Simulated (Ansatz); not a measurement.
input.yaml (Ansatz)

```yaml
crystal:
  lattice:
    - [-3.1570614719, 3.1563054859, 1.227551779]
    - [3.1563054859, -3.1570614719, 1.227551779]
    - [1.7615277976, 1.7615277976, -1.2289363688]
  atoms:
    - { symbol: V, position: [1.2188e-06, 0.9999987812, 1.0] }
    - { symbol: V, position: [0.7499987812, 0.2500012188, 0.5] }
hamiltonian:
  xc: pbe
  pseudopotentials:
    kind: paw
    azcp:
      V: "pseudopotentials/V.paw.azcp"
basis:
  ecutwfc: 420
  fft_grid_basis: typed
kpoints:
  mp_grid: { grid: [24, 24, 21], shift: [0, 0, 0] }
magnetization:
  spin_polarized: false
scf:
  occupations: { method: fermi_dirac, width: 0.1 }
```

and its output:

```
Engine: ansatz 0.2.0, x86_64-unknown-linux-gnu
Pseudopotentials: kind: paw
Pseudopotential: V, paw, valence charge 13, recommended cutoff 420 eV (normal) 
Functional definition: PBE
  parameter kappa = 0.804
  parameter beta = 0.06672455060314922
  exchange = pbe_x(kappa = kappa, mu = beta*pi^2/3)
  correlation = pbe_c(beta = beta)
Crystal: 2 atoms, lattice volume = 27.298 Å³
Basis set: ecut = 420 eV, 539 PW (Γ)
Bands: 17, of which v1, the nominal top of the filled ones, is band 13 counted from 1 (12 counted from 0)
Symmetry: 4 space group operations
Space group: C2/c (ITA 15), of the structure as read, at distance tolerance 3.0e-5 Å
k-points: 3157 of 12096
Non-local potential: V, projectors of the file, l = 0: 3, l = 1: 2, l = 2: 3, l = 3: 1
PAW form: soft (Blöchl's): semilocal exchange-correlation on the pseudo side does not see the compensation charge
PAW one-centre angular grid: V, 590 points (default); XC on 64 Gauss nodes
Initial density: superposition of atomic densities (neutral atoms: chi_scale 0, normalization atom), corrected by the library's trained network
Initial wavefunctions: pseudopotential atomic-orbital guess
Functional: x = pbe(κ = 0.804, μ = 0.2195149727645171), c = pbe(β = 0.06672455060314922)
SCF iter   1: F=—  HF=-5824.657918 eV  |F-HF|=—  |Δ(HF+E_count)|=         —  Δρ=4.19e-3  dr2=2.58e-3  ethr=1.77e-3  ⟨swp⟩=3.9  Hψ=195458  notcnv=0
SCF iter   2: F=—  HF=-5824.657730 eV  |F-HF|=—  |Δ(HF+E_count)|=   1.88e-4  Δρ=2.20e-3  dr2=7.24e-4  ethr=9.92e-6  ⟨swp⟩=1.0  Hψ=78926  notcnv=0
SCF iter   3: F=—  HF=-5824.657708 eV  |F-HF|=—  |Δ(HF+E_count)|=   2.23e-5  Δρ=2.55e-4  dr2=1.04e-5  ethr=2.78e-6  ⟨swp⟩=2.1  Hψ=68350  notcnv=0
SCF iter   4: F=—  HF=-5824.657706 eV  |F-HF|=—  |Δ(HF+E_count)|=   1.67e-6  Δρ=9.20e-5  dr2=1.81e-6  ethr=3.99e-8  ⟨swp⟩=2.7  Hψ=99156  notcnv=0
iter 5 did not close the SCF: its close was put off for the readings that it lacked (scf_convergence_deferred on its scf_iter line)
SCF iter   5: F=-5824.657706 eV  HF=-5824.657706 eV  |F-HF|=2.28e-8  |Δ(HF+E_count)|=   4.24e-7  Δρ=1.66e-5  dr2=8.41e-8  ethr=6.97e-9  ⟨swp⟩=2.5  Hψ=89361  notcnv=0
SCF iter   6: F=—  HF=-5824.657706 eV  |F-HF|=—  |Δ(HF+E_count)|=   5.52e-8  Δρ=1.23e-5  dr2=1.57e-7  ethr=3.24e-10  ⟨swp⟩=2.1  Hψ=84948  notcnv=0
SCF iter   7: F=-5824.657706 eV  HF=-5824.657706 eV  |F-HF|=2.81e-10  |Δ(HF+E_count)|=   4.03e-8  Δρ=1.43e-6  dr2=3.74e-10  ethr=3.24e-10  ⟨swp⟩=1.0  Hψ=142647  notcnv=0
SCF 1 converged in 7 iterations: F = -5824.657706 eV  dr2 = 3.74e-10
SCF converged after 7 iterations
Free energy (F): -5824.657706 eV
Harris-Foulkes:  -5824.657706 eV  (|F-HF|=2.81e-10)
Internal energy: -5824.566803 eV  (E = F + TS)
E sigma→0 (E₀):  -5824.612254 eV
Entropy (-TS):   -0.090902 eV (-45.451 meV/atom)
Fermi energy:    16.437267 eV
--- Per-component energies (eV) ---
  E_band       = -295.224147
  E_kinetic    = 672.769398
  E_local      = -1818.857182  (includes V_loc(G=0)·N_el)
  E_nonlocal   = -90.718077
  E_hartree    = 834.078071
  E_xc         = -260.839791
  E_vxc        = -330.676502  (∫ρ·V_xc dr)
  E_paw        = -2225.704819  (= ΣΔE_a)
  E_vpaw       = -395.898877  (= ΣTr[D̂ρ^β])
  E_aug_tail   = 0.000514  (compensation charges beyond the density's cutoff)
  E_ewald      = -2935.294919
  E_smearing   = -0.090902  (= −TS)
  E_closure    = 0.000000  (closes the sum)
  Σ components = -5824.657706   (vs F -5824.657706, Δ=0.00e0)
```

Command:

```sh
ansatz run input.yaml --threads 1 --pin off --max-ram 3584MiB --backend cpu --events-out ev --progress --plain --runs-dir out
```

On 1 thread of Intel(R) Xeon(R) Platinum 8259CL CPU @ 2.50GHz (Skylake/Cascade Lake) (shared host) this took about 130 s of wall time and 110 s of CPU time.
